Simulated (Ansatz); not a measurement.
# PtTe2: strain energy, fitted

PtTe2, P-3m1, a = 4.053 Å, c = 5.091 Å. Ansatz: PBE+D3(BJ), PAW, 420 eV, Γ-centred 12×12×8 mesh on 3 atoms, Gaussian smearing 0.10 eV; no spin polarisation. Series: equal strain along all axes, cell held, atoms relaxed; x is the strain in per cent. y is the free energy over the unstrained cell, V0 = 24.145 Å³/atom.

```tsv
x (%)	y (meV/atom)
-6.0	?
-4.0	102.74
-2.0	23.45
0.0	0.00
2.0	19.02
4.0	70.01
6.0	144.80
```

**Question.** Fit y = c2 x² + c3 x³ to the other rows, turn c2 into a modulus, and predict the missing energy.

**Answer.** Least squares on the rows shown. y = 5.4369 x² − 0.23885 x³. In eV per unit strain² c2 is 54.37; the stiffness is B for this strain (E = 9/2 B V0 ε², shape held): 2 × 54.37 × 160.2 / (9 × 24.145) = 80 GPa. At x = -6.0 the fit asked for gives 247.32 meV/atom. The run gave 255.74 meV/atom, so the fit is 8.42 meV/atom too low, 3.3 % of the span of the series, against an rms of 0.92 meV/atom on the fitted rows. The row lies outside the fitted range. With a term in x⁴ added, a fit to the same known rows predicts 255.37 meV/atom, so most of the miss is curvature that the known rows already hold.

Spin–orbit coupling is left out, which can shift energies with elements as heavy as these.